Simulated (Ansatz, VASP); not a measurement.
**Two plane-wave programs on AlN**

The input INCAR:

```
SYSTEM = AlN
PREC = Accurate
ENCUT = 520
EDIFF = 1E-6
ISMEAR = 0
SIGMA = 0.02
LREAL = .False.
LASPH = .True.
NELM = 80
ALGO = Normal
ISIF = 2
LWAVE = .False.
LCHARG = .False.
GGA = PS
NBANDS = 11
```

The input KPOINTS:

```
regular mesh
0
Gamma
  10 10 10
  0 0 0
```

Contents of POSCAR:

```
AlN
1.0
    0.0000000000      2.0069909715      2.0069909715
    2.1697524115     -0.1627614400      2.1697524115
    2.0069909715      2.0069909715      0.0000000000
Al N
1 1
Direct
    0.4787166935      0.5638499195      0.4787166935
    0.0212833065     -0.0638499195      0.0212833065
```

Input for Ansatz:

```yaml
crystal:
  lattice:
    - [0.0, 2.0069909715, 2.0069909715]
    - [2.1697524115, -0.16276144, 2.1697524115]
    - [2.0069909715, 2.0069909715, 0.0]
  atoms:
    - { symbol: Al, position: [0.4787166935, 0.5638499195, 0.4787166935] }
    - { symbol: "N", position: [0.0212833065, -0.0638499195, 0.0212833065] }
basis:
  ecutwfc: 420
kpoints:
  mp_grid: { grid: [10, 10, 10] }
hamiltonian:
  xc: pbesol
scf:
  occupations: { method: gaussian, width: 0.02 }
output:
  forces: true
  stress: true
  eigenvalues: true
```

Alike in both runs: task single point; functional PBEsol; k mesh 10 × 10 × 10; occupations gaussian, width 0.02 eV; no spin polarisation.

|  | VASP | Ansatz |
| --- | --- | --- |
| version | VASP 6.6.1 | Ansatz 0.2.0 |
| potentials or method | VASP PAW PBE potentials, release 64 (Al, N) | scalar-relativistic, plane waves, PAW |
| plane-wave cutoff (eV) | 520 | 420 |
| valence electrons in the cell | 8 | 8 |

VASP gave:

```
gap on the k mesh at the Fermi level (eV)       : 2.75
least direct gap on the mesh (eV)               : 3.32
pressure (GPa)                                  : -4.0
largest component of the traceless stress (GPa) : 20.06
rms of the force components (eV/Å)              : 0.590
```

**Question.** Which values does Ansatz return?

**Answer.** gap on the k mesh at the Fermi level (eV): 2.76; least direct gap on the mesh (eV): 3.31; pressure (GPa): -4.0; largest component of the traceless stress (GPa): 19.94; rms of the force components (eV/Å): 0.577.

Atom by atom the forces differ by 0.013 eV/Å (rms over components). The functional is the same, so the differences come from potentials, cutoffs and numerics.

Caveats: the PAW data sets were made with another functional, which shifts forces and pressure a little (VASP). A k mesh can miss the band edges.
